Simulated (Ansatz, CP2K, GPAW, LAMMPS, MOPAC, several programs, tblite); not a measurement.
Many methods on one cell: LiCl (zincblende)

LiCl (zincblende), relaxed with r2SCAN in Ansatz, was computed with several methods. Space group F-43m (No. 216), cubic; conventional cell a = 5.466 Å, 20.41 Å³ an atom. Li is surrounded by 4 Cl at 2.37 Å; Cl is surrounded by 4 Li at 2.37 Å. Values at 0 K without nuclear motion; spin polarisation is off, and the phase may be a hypothetical one.

```xyz
2
Lattice="0.0000 2.7330 2.7330 2.7330 0.0000 2.7330 2.7330 2.7330 0.0000" Properties=species:S:1:pos:R:3 pbc="T T T"
Li    0.0000    0.0000    0.0000
Cl    1.3665    1.3665    1.3665
```

Gaps and times are for a single point on this cell; volume and bulk modulus come from each method's own relaxation or energy curve at fixed shape. Times are rough, from shared hosts (Arm Neoverse V1), and each method has its own mesh and cell size. A star marks a curve whose lowest point is an end point. PM6 (MOPAC), PM7 (MOPAC), GFN1-xTB (tblite), GFN2-xTB (tblite) treat a cluster of cells at its zone centre, which samples few k points: where these miss a band edge, the gap comes out too large for that reason alone. Gaps from k meshes are read at a limited set of points (mesh, symmetry points, PBE's band edges), so each method's own least gap may be somewhat smaller. Force fields have no electrons; where one was fitted to this phase, its volume and modulus reflect the fit. xTB and the PM methods were fitted mostly to molecules, and can miss a solid's gap by electronvolts. Minimal bases can be far off for gaps. GLLB-SC's gap includes the derivative discontinuity. d marks a direct gap, i an indirect one (no mark: not told apart), a dash a value that wasn't computed or didn't pass its checks.

| method | kind | gap (eV) | own volume (Å³/atom) | bulk modulus (GPa) | atoms computed | processor time |
| --- | --- | --- | --- | --- | --- | --- |
| ffield.eim (LAMMPS) | force field | – | – | – | 2 | 0.13 s |
| light PBE (260 eV, its own mesh) | light plane-wave | 6.04 d | 20.97 | 23 | 2 | 0.61 s |
| PBE | semilocal | 6.05 d | 20.97 | 24 | 2 | 1.7 s |
| PBE/single zeta (GPAW) | small basis | 5.12 d | – | – | 2 | 2.6 s |
| GFN1-xTB (tblite) | tight binding | 4.04 | 18.31* | – | 64 | 3.6 s |
| r2SCAN | semilocal | 6.71 d | 20.41 | 26 | 2 | 3.9 s |
| GFN2-xTB (tblite) | tight binding | 4.41 | – | – | 64 | 5.1 s |
| PM7 (MOPAC) | semi-empirical | 7.69 | – | – | 64 | 5.2 s |
| PM6 (MOPAC) | semi-empirical | 11.45 | – | – | 64 | 5.7 s |
| PBE/SZV (CP2K) | small basis | 5.28 d | 22.64* | – | 2 | 7.4 s |
| GLLB-SC (GPAW) | model potential | 10.28 | – | – | 2 | 7.8 s |
| PBE/DZVP (CP2K) | small basis | 5.94 d | 21.21 | 23 | 2 | 16 s |

Against r2SCAN (6.71 eV) the nearest gap at the points sampled is that of PBE (-0.66 eV) and the farthest that of PM6 (MOPAC) (+4.74 eV). r2SCAN is only a yardstick of convenience: semilocal gaps usually lie below measured ones, which GLLB-SC and hybrids aim to mend.

Volumes against r2SCAN's: light PBE (260 eV, its own mesh) +2.7 %, PBE +2.7 %, PBE/DZVP (CP2K) +3.9 %.
